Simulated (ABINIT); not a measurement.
TiB2:

```
Ti B
1.0
     3.02920    0.00000    0.00000
    -1.51460    2.62336    0.00000
     0.00000    0.00000    3.22840
Ti B
1 2
Direct
  0.00000 0.00000 0.00000
  0.66667 0.33333 0.50000
  0.33333 0.66667 0.50000
```

| Item | Value |
| --- | --- |
| Program | ABINIT 10.8.3 (patched build) |
| Task | relaxation of cell and atoms |
| Functional | LDA |
| Potentials or basis | PseudoDojo NC SR LDA v0.4.1 standard |
| Cutoff | 1143 eV |
| k mesh | 8 × 8 × 6 |
| Occupations | fermi-dirac, width 0.05 eV |
| Spin | no spin polarisation |

At the start: pressure -11.2 GPa; volume 8.55 Å³/atom.

Problem. Where does the relaxation end?

Solution. Over 6 steps the energy falls by 13.9 meV/atom and the volume is 8.18 Å³/atom (-4.4 %); space group P6/mmm (No. 191, to 0.05 Å).

The path:
```
step  energy change (eV)  largest force (eV/Å)  pressure (GPa)  volume (Å³)
   1              0.0000                0.0000          -11.19        25.66
   2             -0.0383                0.0000           -2.55        24.79
   3             -0.0412                0.0000            0.21        24.53
   4             -0.0415                0.0000            0.21        24.52
   5             -0.0416                0.0000            0.01        24.53
   6             -0.0416                0.0000            0.00        24.53
```

Final structure:
```
Ti B
1.0
     2.99398    0.00000    0.00000
    -1.49699    2.59287    0.00000
     0.00000    0.00000    3.16034
Ti B
1 2
Direct
  0.00000 0.00000 0.00000
  0.66667 0.33333 0.50000
  0.33333 0.66667 0.50000
```
